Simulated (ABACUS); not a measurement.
Runs of ABACUS 3.10.1 on GaN. Symmetry: F-43m, No. 216, cubic system. The conventional cell has a = 4.507 Å, b = 4.507 Å, c = 4.507 Å, α = 90.00°, β = 90.00°, γ = 90.00°. Ga (site symmetry -43m) is surrounded by 4 N at 1.95 Å. N (site symmetry -43m) is surrounded by 4 Ga at 1.95 Å. The cell is a database's computed one.

```tsv
task	level	potentials or basis	k mesh	cutoff (eV)	SCF threshold on the density	eigensolver	symmetry key	path	points for each segment of the path	mesh quality	gap on the mesh (eV)	pressure (GPa)	V0 of scaled cells (Å³/atom)	B0 (GPa)
equation of state	r2SCAN	SG15 ONCV 1.2 PBE, DZP LCAO (the cutoffs set its grid)	7 × 7 × 7	1361	1e-07	genelpa	1	-	-	not flagged	-	-	(a)	180
single point	M06-L	SG15 ONCV 1.2 PBE, plane waves	6 × 6 × 6	1320	1e-08	dav	1	-	-	not flagged	1.72	(b)	-	-
equation of state	M06-L	SG15 ONCV 1.2 PBE, plane waves	6 × 6 × 6	1320	1e-08	dav	1	-	-	coarse	-	-	11.48	192
single point	r2SCAN	SG15 ONCV 1.2 PBE, DZP LCAO (the cutoffs set its grid)	7 × 7 × 7	1361	1e-07	genelpa	1	-	-	not flagged	2.15	(c)	-	-
```

Alike in all rows: no spin polarisation; cell as given; smearing fermi-dirac 0.05 eV.

Q: Estimate the missing entries.

A: (a) 11.46; (b) -0.6; (c) 0.3.

Caveats: some runs use coarse meshes; the potentials were made for another functional, which shifts forces and pressure; the atomic orbitals were generated for these runs and aren't a published set (some runs); the basis of atomic orbitals isn't converged, which shifts pressures, moduli and gaps (some runs).

A k mesh can miss the band edges, and the runs leave out spin-orbit coupling on Ga.
